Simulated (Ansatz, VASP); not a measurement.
Two plane-wave programs on BeS

File INCAR:

```
SYSTEM = BeS
ALGO     = Normal         ! electronic algorithm
EDIFF    = 1E-7           ! SCF threshold, eV
ENCUT    = 520            ! plane-wave cutoff, eV
GGA      = PE             ! functional
ISIF     = 2              ! what is computed and relaxed
ISMEAR   = 0              ! smearing method
LASPH    = .TRUE.         ! aspherical terms in the spheres
LCHARG   = .FALSE.        ! write CHGCAR
LREAL    = .FALSE.        ! projectors in reciprocal space
LWAVE    = .FALSE.        ! write WAVECAR
NBANDS   = 11             ! bands
NELM     = 100            ! most SCF steps
PREC     = Accurate       ! precision mode
SIGMA    = 0.02           ! smearing width, eV
```

Contents of KPOINTS:

```
k-points
0
G
  8 8 8
  0 0 0
```

Contents of POSCAR:

```
BeS
1.0
    0.0000000000      2.4133786452      2.4133786452
    2.4133786452      0.0000000000      2.4133786452
    2.4133786452      2.4133786452      0.0000000000
Be S
1 1
Direct
    0.2500000000      0.2500000000      0.2500000000
    0.5000000000      0.5000000000      0.5000000000
```

Input for Ansatz:

```yaml
crystal:
  lattice:
    - [0.0, 2.4133786452, 2.4133786452]
    - [2.4133786452, 0.0, 2.4133786452]
    - [2.4133786452, 2.4133786452, 0.0]
  atoms:
    - { symbol: Be, position: [0.25, 0.25, 0.25] }
    - { symbol: S, position: [0.5, 0.5, 0.5] }
basis:
  ecutwfc: 420
kpoints:
  mp_grid: { grid: [8, 8, 8] }
hamiltonian:
  xc: pbe
scf:
  occupations: { method: gaussian, width: 0.02 }
output:
  forces: true
  stress: true
  eigenvalues: true
```

Alike in both runs: task single point; functional PBE; k mesh 8 × 8 × 8; occupations gaussian, width 0.02 eV; no spin polarisation.

```csv
,VASP,Ansatz
version,VASP 6.6.1,Ansatz 0.2.0
potentials or method,"VASP PAW PBE potentials, release 64 (Be, S)","scalar-relativistic, plane waves, PAW"
plane-wave cutoff (eV),520,420
valence electrons in the cell,8,8
```

```csv
,VASP,Ansatz,Ansatz less VASP
gap on the k mesh at the Fermi level (eV),3.08,3.08,-0.001
least direct gap on the mesh (eV),5.66,5.64,-0.018
pressure (GPa),3.0,3.0,-0.01
```

With one functional, cell and mesh, what is left measures potentials, basis and numerics.

A k mesh can miss the band edges. A hybrid or GW would open this gap; PBE tends to underestimate it.
